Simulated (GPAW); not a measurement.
A run of GPAW 26.7.0:

run.py

```python
from ase import Atoms
from ase.dft.bandgap import bandgap
from ase.io import write
from gpaw import GPAW, PW

atoms = Atoms(['In', 'As'],
              cell=[[0.0, 3.018, 3.018],
                    [3.018, 0.0, 3.018],
                    [3.018, 3.018, 0.0]],
              scaled_positions=[[0.0, 0.0, 0.0],
                                [0.75, 0.75, 0.75]],
              pbc=True)

calc = GPAW(mode=PW(600),
            xc='TB09',
            kpts={'size': (6, 6, 6), 'gamma': True},
            occupations={'name': 'fermi-dirac', 'width': 0.05},
            nbands=18,
            convergence={'density': 1e-05, 'energy': 1e-05},
            eigensolver='cg',
            maxiter=150,
            txt='gpaw.txt')
atoms.calc = calc
energy = atoms.get_potential_energy()
calc.write('gs.gpw')
write('result.traj', atoms)
print('Fermi level:', round(calc.get_fermi_level(), 4), 'eV')
print(f'Gap: {bandgap(calc)[0]:.4f} eV, direct: {bandgap(calc, direct=True)[0]:.4f} eV')
```

Potentials or basis: GPAW PAW data sets for LDA (gpaw-data 1.2.1), pw.

The run is started by

```sh
$ OMP_NUM_THREADS=1 python run.py
```

Hardware: 1 thread of Arm Neoverse V1, on a shared host.

**Question.** Estimate the wall time of this run.

**Answer.** Wall time 33 s on 1 thread of Arm Neoverse V1, on a shared host, peak memory 0.29 GiB. Counts: scf iterations 28.
